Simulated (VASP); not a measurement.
# BaTiO3 (P4mm) in VASP: relaxation of cell and atoms with r2SCAN+rVV10

Aim: the relaxation of cell and atoms of BaTiO3 with r2SCAN+rVV10.

Program: VASP 6.6.1. These are calculated values, not measurements. Logs are shortened: lines on timing, memory, paths and dates and some standing lists are left out, and cuts for length are marked.

**1. Starting point**

Symmetry: P4mm, No. 99, tetragonal system. The conventional cell has a = 3.990 Å, b = 3.990 Å, c = 4.103 Å, α = 90.00°, β = 90.00°, γ = 90.00°. Around Ba (site symmetry 4mm) lie 12 O at 2.81 to 2.92 Å. Around Ti (site symmetry 4mm) lie 5 O at 1.84 to 2.00 Å. Around O (site symmetry 2mm) lie 2 Ti at 2.00 Å. Around O (site symmetry 4mm) lie 1 Ti at 1.84 Å.

The cell is a database's computed one.

**2. Relaxation of cell and atoms, r2SCAN+rVV10**

INCAR

```
PREC = Accurate
ENCUT = 600
EDIFF = 1E-7
ISMEAR = 0
SIGMA = 0.02
LREAL = F
LASPH = T
NELM = 60
ALGO = Normal
ISIF = 3
LWAVE = F
LCHARG = F
METAGGA = R2SCAN
LMIXTAU = T
LUSE_VDW = T
IVDW_NL = 2
BPARAM = 11.95
CPARAM = 0.0093
IBRION = 2
NSW = 90
EDIFFG = -0.005
```

KPOINTS

```
regular mesh
0
Gamma
  8 8 8
```

POSCAR

```
BaTiO3
1.0
    3.9903792100      0.0000000000      0.0000000000
    0.0000000000      3.9903792100      0.0000000000
    0.0000000000      0.0000000000      4.1026553900
Ba Ti O
1 1 3
Direct
    0.5000000000      0.5000000000      0.5825414600
    0.0000000000      0.0000000000      0.1000427000
    0.0000000000      0.5000000000      0.0642205400
    0.5000000000      0.0000000000      0.0642205400
    0.0000000000      0.0000000000      0.5489717500
```

Potentials or basis: VASP PAW PBE potentials, release 64 (Ba_sv, Ti_sv, O).

Run with:

```
> cat potpaw_PBE.64/Ba_sv/POTCAR potpaw_PBE.64/Ti_sv/POTCAR potpaw_PBE.64/O/POTCAR > POTCAR
> mpirun -np 1 vasp_std > vasp.out
```

OUTCAR:

```text
PREC = Accurate
   ENCUT = 600
   EDIFF = 1E-7
   ISMEAR = 0
   LREAL = F
   LASPH = T
   NELM = 60
   ISIF = 3
   METAGGA = R2SCAN
   IVDW_NL = 2
   BPARAM = 11.95
   IBRION = 2
   NSW = 90
   EDIFFG = -0.005

 ion  position               nearest neighbor table
   1  0.500  0.500  0.583-   3 2.81   4 2.81   4 2.81   3 2.81   5 2.82   5 2.82   5 2.82   5 2.82
                             3 2.92   4 2.92   3 2.92   4 2.92   2 3.45   2 3.45   2 3.45   2 3.45
   2  0.000  0.000  0.100-   5 1.84   4 2.00   3 2.00   3 2.00   4 2.00   5 2.26   1 3.45   1 3.45
                             1 3.45   1 3.45   1 3.53   1 3.53   1 3.53   1 3.53
   3  0.000  0.500  0.064-   2 2.00   2 2.00   1 2.81   1 2.81   1 2.92   1 2.92
   4  0.500  0.000  0.064-   2 2.00   2 2.00   1 2.81   1 2.81   1 2.92   1 2.92
   5  0.000  0.000  0.549-   2 1.84   2 2.26   1 2.82   1 2.82   1 2.82   1 2.82

  LATTYP: Found a simple tetragonal cell.
 ALAT       =     3.9903792100
 C/A-ratio  =     1.0281367194

  Lattice vectors:

 A1 = (   3.9903792100,   0.0000000000,   0.0000000000)
 A2 = (   0.0000000000,   3.9903792100,   0.0000000000)
 A3 = (   0.0000000000,   0.0000000000,   4.1026553900)

Analysis of symmetry for initial positions (statically):
=====================================================================
 Subroutine PRICEL returns:
 Original cell was already a primitive cell.

 Routine SETGRP: Setting up the symmetry group for a
 simple tetragonal supercell.

 Subroutine GETGRP returns: Found  8 space group operations
 (whereof  8 operations were pure point group operations)
 out of a pool of 16 trial point group operations.

The static configuration has the point symmetry C_4v.

Analysis of symmetry for dynamics (positions and initial velocities):
=====================================================================
 Subroutine PRICEL returns:
 Original cell was already a primitive cell.

 Routine SETGRP: Setting up the symmetry group for a
 simple tetragonal supercell.

 Subroutine GETGRP returns: Found  8 space group operations
 (whereof  8 operations were pure point group operations)
 out of a pool of 16 trial point group operations.

The dynamic configuration has the point symmetry C_4v.

 Subroutine INISYM returns: Found  8 space group operations
 (whereof  8 operations are pure point group operations),
 and found     1 'primitive' translations

----------------------------------------------------------------------------------------

                                     Primitive cell

  volume of cell :      65.3271

  direct lattice vectors                    reciprocal lattice vectors
     3.990379210  0.000000000  0.000000000     0.250602749  0.000000000  0.000000000
     0.000000000  3.990379210  0.000000000     0.000000000  0.250602749  0.000000000
     0.000000000  0.000000000  4.102655390     0.000000000  0.000000000  0.243744576

  length of vectors
     3.990379210  3.990379210  4.102655390     0.250602749  0.250602749  0.243744576

  position of ions in fractional coordinates (direct lattice)
     0.500000000  0.500000000  0.582541460
     0.000000000  0.000000000  0.100042700
     0.000000000  0.500000000  0.064220540
     0.500000000  0.000000000  0.064220540
     0.000000000  0.000000000  0.548971750

  ion indices of the primitive-cell ions
   primitive index   ion index
                 1           1
                 2           2
                 3           3
                 4           4
                 5           5

----------------------------------------------------------------------------------------

 KPOINTS: regular mesh

Automatic generation of k-mesh.
 Grid dimensions read from file:
 generate k-points for:    8    8    8

 Generating k-lattice:

  Cartesian coordinates                     Fractional coordinates (reciprocal lattice)
     0.031325344  0.000000000  0.000000000     0.125000000  0.000000000  0.000000000
     0.000000000  0.031325344  0.000000000     0.000000000  0.125000000  0.000000000
     0.000000000  0.000000000  0.030468072     0.000000000  0.000000000  0.125000000

  Length of vectors
     0.031325344  0.031325344  0.030468072

  Shift w.r.t. Gamma in fractional coordinates (k-lattice)
     0.000000000  0.000000000  0.000000000

 Subroutine IBZKPT returns following result:
 ===========================================

 Found     75 irreducible k-points:

 Following reciprocal coordinates:
            Coordinates               Weight
  0.000000  0.000000  0.000000      1.000000
  0.125000  0.000000  0.000000      4.000000
  0.250000  0.000000  0.000000      4.000000
  0.375000  0.000000  0.000000      4.000000
  0.500000  0.000000  0.000000      2.000000
  0.125000  0.125000  0.000000      4.000000
[... 16 lines left out ...]
  0.375000  0.125000  0.125000     16.000000
  0.500000  0.125000  0.125000      8.000000
 [... further k-points ...]
   k-points           NKPTS =     75   k-points in BZ     NKDIM =     75   number of bands    NBANDS=     24
   number of dos      NEDOS =    301   number of ions     NIONS =      5
   total plane-waves  NPLWV =  36864
   dimension x,y,z NGX =    32 NGY =   32 NGZ =   36
   dimension x,y,z NGXF=    64 NGYF=   64 NGZF=   72
   ions per type =               1   1   3
   NGX,Y,Z   is equivalent  to a cutoff of  13.33, 13.33, 14.59 a.u.
   NGXF,Y,Z  is equivalent  to a cutoff of  26.66, 26.66, 29.18 a.u.
 SYSTEM =  unknown system
   PREC   = accura    normal or accurate (medium, high low for compatibility)
   ISTART =      0    job   : 0-new  1-cont  2-samecut
   ICHARG =      2    charge: 1-file 2-atom 10-const
   ISPIN  =      1    spin polarized calculation?
   LNONCOLLINEAR =      F non collinear calculations
   LSORBIT =      F    spin-orbit coupling
   LASPH  =      T    aspherical Exc in radial PAW
   ENCUT  =  600.0 eV  44.10 Ry    6.64 a.u.   7.97  7.97  8.19*2*pi/ulx,y,z
   NELM   =     60;   NELMIN=  2; NELMDL= -5     # of ELM steps
   EDIFF  = 0.1E-06   stopping-criterion for ELM
   LREAL  =      F    real-space projection
   EDIFFG = -.5E-02   stopping-criterion for IOM
   NSW    =     90    number of steps for IOM
   IBRION =      2    ionic relax: 0-MD 1-quasi-New 2-CG
   NFREE  =      1    steps in history (QN), initial steepest desc. (CG)
   ISIF   =      3    stress and relaxation
   ISYM   =      2    0-nonsym 1-usesym 2-fastsym
   POTIM  = 0.5000    time-step for ionic-motion
   TEBEG  =    0.0;   TEEND  =   0.0 temperature during run
   PSTRESS=    0.0 pullay stress
   NELECT =      40.0000    total number of electrons
   NUPDOWN=      -1.0000    fix difference up-down
   EMIN   =  10.00;   EMAX   =-10.00  energy-range for DOS
   EFERMI =   0.00;   METHOD = LEGACY
   ISMEAR =     0;   SIGMA  =   0.02  broadening in eV -4-tet -1-fermi 0-gaus
   EFERMI_NEDOS =   21; number of points for ismear=-14 and -15
   IALGO  =     38    algorithm
   IMIX   =      4    mixing-type and parameters
     AMIX     =   0.40;   BMIX     =  1.00
     AMIX_MAG =   1.60;   BMIX_MAG =  1.00
  volume/ion in A,a.u.               =      13.07        88.17
  Fermi-wavevector in a.u.,A,eV,Ry     =   1.390157  2.627015 26.293737  1.932535
  Thomas-Fermi vector in A             =   2.514119
   LORBIT       =      0    0 simple, 1 ext, 2 COOP (PROOUT), +10 PAW based schemes
   METAGGA = R2SCAN    functional components
   LHFCALC =     F    Hartree Fock is set to
   AEXX    =    0.0000 exact exchange contribution
   IVDW_NL    =     2    kernel type
   BPARAM     =11.9500
   IVDW    =     0    specifies the selected vdW correction
   LEPSILON=     F    determine dielectric tensor
   LRPA    =     F    only Hartree local field effects (RPA)
 conjugate gradient relaxation of ions
 non-spin polarized calculation
 Gauss-broadening in eV      SIGMA  =   0.02
  energy-cutoff  :      600.00
  volume of cell :       65.33
 maximum number of plane-waves:      2212
 NGX is ok and might be reduce to    32
   NGX = 15   NGY = 15   NGZ = 17

--------------------------------------- Ionic step        1  -------------------------------------------

 number of electron      39.9999993 magnetization

 Free energy of the ion-electron system (eV)
  ---------------------------------------------------
  ext. energy  EPLUGINS =         0.00000000
  ---------------------------------------------------
  free energy    TOTEN  =       -73.35336910 eV

  energy without entropy =      -73.35336910  energy(sigma->0) =      -73.35336910

------------------------ aborting loop because EDIFF is reached ----------------------------------------

  FORCE on cell =-STRESS in cart. coord.  units (eV):
  Direction    XX          YY          ZZ          XY          YZ          ZX
  --------------------------------------------------------------------------------------
  -------------------------------------------------------------------------------------
  Total       -0.5700632     -0.5700632     -0.5275852      0.0000000     -0.0000000      0.0000000
  in kB      -13.9810638    -13.9810638    -12.9392709      0.0000000     -0.0000000      0.0000000
  external PRESSURE =     -13.6337995 kB  Pullay stress =       0.0000000 kB
[... 98 lines left out ...]
  FREE ENERGIE OF THE ION-ELECTRON SYSTEM (eV)
  ---------------------------------------------------
  free  energy   TOTEN  =       -73.3555630035 eV

  energy  without entropy=      -73.3555630035  energy(sigma->0) =      -73.35556300

[... ionic steps 4 to 10 ...]

--------------------------------------- Ionic step       11  -------------------------------------------

 number of electron      39.9999990 magnetization

------------------------ aborting loop because EDIFF is reached ----------------------------------------

  FORCE on cell =-STRESS in cart. coord.  units (eV):
  Direction    XX          YY          ZZ          XY          YZ          ZX
  --------------------------------------------------------------------------------------
  -------------------------------------------------------------------------------------
  Total       -0.0001571     -0.0001571      0.0021382      0.0000000      0.0000000      0.0000000
  in kB       -0.0038950     -0.0038950      0.0530120      0.0000000      0.0000000      0.0000000
  external PRESSURE =       0.0150740 kB  Pullay stress =       0.0000000 kB
[... 63 lines left out ...]
  energy  without entropy=      -73.3563484168  energy(sigma->0) =      -73.35634842

--------------------------------------- Ionic step       13  -------------------------------------------

 number of electron      39.9999990 magnetization

 Free energy of the ion-electron system (eV)
  ---------------------------------------------------
  ext. energy  EPLUGINS =         0.00000000
  ---------------------------------------------------
  free energy    TOTEN  =       -73.35634833 eV

  energy without entropy =      -73.35634833  energy(sigma->0) =      -73.35634833

 E-fermi :   3.7674     XC(G=0): -11.9132

 val. band max:        3.5630085362   @ k =   0.5000   0.5000   0.5000
 cond. band min:       5.7436987220   @ k =   0.0000   0.0000   0.0000
 fundamental gap:      2.1806901858
 Fermi energy:         3.7673844813

 k-point     1 :       0.0000    0.0000    0.0000
  band No.  band energies     occupation
      1     -55.2462      2.00000
      2     -30.4788      2.00000
      3     -30.4051      2.00000
      4     -30.4051      2.00000
      5     -22.0373      2.00000
      6     -14.3860      2.00000
[... 637 lines left out ...]
     23       7.5352      0.00000
     24       8.5399      0.00000

 [... further k-points ...]

------------------------ aborting loop because EDIFF is reached ----------------------------------------

  FORCE on cell =-STRESS in cart. coord.  units (eV):
  Direction    XX          YY          ZZ          XY          YZ          ZX
  --------------------------------------------------------------------------------------
  -------------------------------------------------------------------------------------
  Total       -0.0030051     -0.0030051     -0.0018271      0.0000000      0.0000000      0.0000000
  in kB       -0.0745054     -0.0745054     -0.0452998      0.0000000      0.0000000      0.0000000
  external PRESSURE =      -0.0647702 kB  Pullay stress =       0.0000000 kB
[... 20 lines left out ...]
  FREE ENERGIE OF THE ION-ELECTRON SYSTEM (eV)
  ---------------------------------------------------
  free  energy   TOTEN  =       -73.3563483272 eV

  energy  without entropy=      -73.3563483272  energy(sigma->0) =      -73.35634833

 reached required accuracy - stopping structural energy minimisation
```

It took 72 min on 1 thread of Intel Xeon Platinum 8259CL at 2.50GHz (Skylake/Cascade Lake), shared host; peak memory 0.47 GiB.

What came out:

| Quantity | Value |
| --- | --- |
| Free energy | -73.3563 eV |
| Relaxed volume | 12.92 Å³/atom |
| Relaxed cell | a = 3.983 Å, b = 3.983 Å, c = 4.073 Å, α = 90.00°, β = 90.00°, γ = 90.00° |
| Space group after relaxing (to 0.05 Å) | P4mm (No. 99) |
| Energy gained by relaxing | 0.6 meV/atom |
| Ionic steps | 13 |
| Pressure after relaxing | 0.0 GPa |
| Largest force after relaxing | 0.005 eV/Å |
| Band gap on the k mesh | 2.18 eV, indirect (least direct gap 2.60 eV) |

Forces on the atoms (eV/Å):
```
Ba   0.000  0.000 -0.005
Ti   0.000  0.000  0.005
O    0.000  0.000  0.000
O    0.000  0.000  0.000
O    0.000  0.000  0.001
```

Step by step:
| step | energy change (eV) | largest force (eV/Å) | pressure (GPa) | volume (Å³) |
| --- | --- | --- | --- | --- |
| 1 | 0.0000 | 0.0016 | -1.36 | 65.33 |
| 2 | 0.0003 | 0.1732 | 1.51 | 64.28 |
| 3 | -0.0022 | 0.0835 | 0.01 | 64.82 |
| 4 | -0.0025 | 0.0242 | 0.00 | 64.76 |
| 5 | -0.0025 | 0.0175 | 0.00 | 64.74 |
| 6 | -0.0027 | 0.0169 | -0.01 | 64.71 |
| 7 | -0.0029 | 0.0175 | -0.04 | 64.65 |
| 8 | -0.0030 | 0.0093 | 0.08 | 64.60 |
| 9 | -0.0030 | 0.0087 | 0.08 | 64.60 |
| 10 | -0.0030 | 0.0152 | -0.08 | 64.65 |
| 11 | -0.0030 | 0.0050 | 0.00 | 64.62 |
| 12 | -0.0030 | 0.0050 | 0.00 | 64.62 |
| 13 | -0.0030 | 0.0049 | -0.01 | 64.62 |

Final structure:
```yaml
crystal:
  lattice:
    - [3.98333, 0.00000, 0.00000]
    - [0.00000, 3.98333, 0.00000]
    - [0.00000, 0.00000, 4.07279]
  atoms:
    - { symbol: Ba, position: [0.50000, 0.50000, 0.58110] }
    - { symbol: Ti, position: [0.00000, 0.00000, 0.09735] }
    - { symbol: O, position: [0.00000, 0.50000, 0.06484] }
    - { symbol: O, position: [0.50000, 0.00000, 0.06484] }
    - { symbol: O, position: [0.00000, 0.00000, 0.55188] }
```

Levels at points of the mesh, in eV from the valence-band top:
```tsv
k point	band 17	band 18	band 19	band 20	band 21	band 22	band 23	band 24
(0.00, 0.00, 0.00)	-1.26	-0.54	-0.42	-0.42	2.18	2.52	2.52	4.32
(0.50, 0.00, 0.00)	-1.91	-1.73	-1.21	-1.06	2.63	3.89	3.94	4.38
(0.50, 0.50, 0.00)	-1.94	-1.06	-1.06	-0.08	3.97	3.97	4.36	4.89
(0.00, 0.00, 0.50)	-2.02	-2.01	-0.76	-0.76	2.32	3.89	3.89	4.32
(0.50, 0.00, 0.50)	-1.84	-1.03	-0.99	-0.31	3.90	3.92	4.27	5.20
(0.50, 0.50, 0.50)	-2.54	-0.23	-0.23	0.00	4.52	4.52	4.58	6.98
```

Caveat: the PAW data sets were made with another functional, which shifts forces and pressure a little; spin-orbit coupling is left out, which moves the levels of the heavy elements.
